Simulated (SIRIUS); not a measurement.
Ga under changes of volume

One of the cells (18.685 Å³/atom); the others are scaled copies at fixed shape and fractional positions:

```
Ga
1.0
     1.45000   -4.06500    0.00000
     1.45000    4.06500    0.00000
     0.00000    0.00000    3.17000
Ga
2
Cartesian
  1.4500 2.9837 2.3775
  1.4500 -2.9837 0.7925
```

This isn't the form of Ga at room conditions, which is orthorhombic.

| Item | Value |
| --- | --- |
| Program | SIRIUS 7.12.0 |
| Functional | PBEsol |
| Potentials or basis | PseudoDojo 0.4.1 PBEsol standard (scalar relativistic) |
| Cutoff | 1102 eV |
| Density cutoff | 4408 eV |
| k mesh | 10 × 10 × 8 |
| Occupations | fermi-dirac, width 0.05 eV |
| Spin | no spin polarisation |

```tsv
volume (Å³/atom)	energy over the lowest point (meV/atom)	pressure (GPa)	largest force (eV/Å)
17.564	?	?	?
17.937	0.00	0.3	0.225
18.311	0.68	-0.9	0.217
18.685	4.11	-2.0	0.210
19.058	9.97	-3.0	0.202
19.432	17.96	-3.8	0.194
19.806	27.78	-4.6	0.186
```

Q: What does the run at 17.564 Å³/atom give?

A: Energy over the lowest point 2.42 meV/atom; pressure 1.7 GPa; largest force 0.234 eV/Å.

Worked out: A Birch-Murnaghan fit of order 3 (a polynomial in V^(-2/3)) to the other rows has its minimum at 18.04 Å³/atom with B0 = V·E''(V) = 63 GPa and B' = 5.5 at fixed shape and positions, which overstates the stiffness. It gives 2.50 meV/atom at 17.564 Å³/atom, against the run's 2.42, and -dE/dV = 1.8 GPa, against 1.7.

Energies are extrapolated to zero smearing.
